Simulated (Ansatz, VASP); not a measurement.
# C: VASP beside Ansatz

```
CELL_PARAMETERS angstrom
1.23277 -2.13415 -0.01067
1.23277 2.13415 0.01067
0.00000 0.03399 6.79898
ATOMIC_POSITIONS crystal
C 0.08331 0.91669 0.75000
C 0.58331 0.41669 0.25000
C 0.91669 0.08331 0.25000
C 0.41669 0.58331 0.75000
```

Change from the starting cell: strain +0.0100 x Voigt [0, 0, 0, 1, 0, 0], atoms carried along.

Alike in both runs: task single point; functional PBE; dispersion D3(BJ); k mesh 22 × 22 × 8; occupations gaussian, width 0.15 eV; no spin polarisation.

|  | VASP | Ansatz |
| --- | --- | --- |
| version | VASP 6.6.1 | Ansatz 0.2.0 |
| potentials or method | VASP PAW PBE potentials, release 64 (C) | scalar-relativistic, plane waves, PAW |
| plane-wave cutoff (eV) | 520 | 420 |
| valence electrons in the cell | 16 | 16 |

Ansatz gave:

| Quantity | Value |
| --- | --- |
| gap on the k mesh at the Fermi level (eV) | none |
| pressure (GPa) | 0.0 |
| largest component of the traceless stress (GPa) | 0.04 |
| rms of the force components (eV/Å) | 0.004 |

Q: Which values does VASP return?

A: gap on the k mesh at the Fermi level (eV): none; pressure (GPa): 0.4; largest component of the traceless stress (GPa): 0.49; rms of the force components (eV/Å): 0.004.

Atom by atom the forces differ by 0.000 eV/Å (rms over components). A gap of «none» marks a metal or a gap that the smearing closes.
